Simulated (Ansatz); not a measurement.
LiH: phonons across the zone

These are results of DFT PBE, scalar-relativistic, plane waves, PAW in Ansatz 0.2.0, not measurements. Settings: 420 eV plane-wave cutoff, Γ-centred 12×12×4 mesh, fixed occupations. No spin polarisation. Phonons by linear response, acoustic sum rule imposed.

Equilibrium structure at this level:
```xyz
6
Lattice="2.8603 0.0000 0.0000 -1.4301 2.4771 0.0000 0.0000 0.0000 7.5639" Properties=species:S:1:pos:R:3 pbc="T T T"
Li    0.0000    0.0000    1.2606
Li    0.0000    0.0000    3.7819
Li    0.0000    0.0000    6.3032
H     0.7151    1.2385    5.0426
H     1.4301    0.0000    0.0000
H    -0.7151    1.2385    2.5213
```

The structure comes from a generated guess, relaxed at this level; another structure or a mixture of phases may lie lower. The q mesh is coarse, so values between its points are rough.

Force constants from linear response on a 3×3×1 q mesh.

(1) Is the structure dynamically stable on the q mesh?

(2) Give the frequencies (cm⁻¹) at the zone-boundary points of high symmetry (interpolated where a point lies off the q mesh).

## Answers

(1) No: at q = (0.000, 0.000, 0.000) a mode is imaginary, 332i cm⁻¹.

(2)
```
point                  q                                                                    frequencies
    M  0.500 0.000 0.000      78 172 229 263 318 340 388 418 465 493 564 804 850 922 996 1010 1115 1139
    K  0.333 0.333 0.000     183 210 210 300 319 380 380 419 419 638 702 702 876 876 979 1073 1073 1107
    A  0.000 0.000 0.500  405i 187i 187i 55i 135 135 152 219 219 284 284 587 886 886 904 1121 1155 1155
    L  0.500 0.000 0.500      87 223 243 267 307 335 363 396 477 523 541 778 886 924 977 1016 1113 1141
    H  0.333 0.333 0.500     167 270 270 285 285 345 345 400 470 672 672 680 874 936 936 1063 1096 1096
```
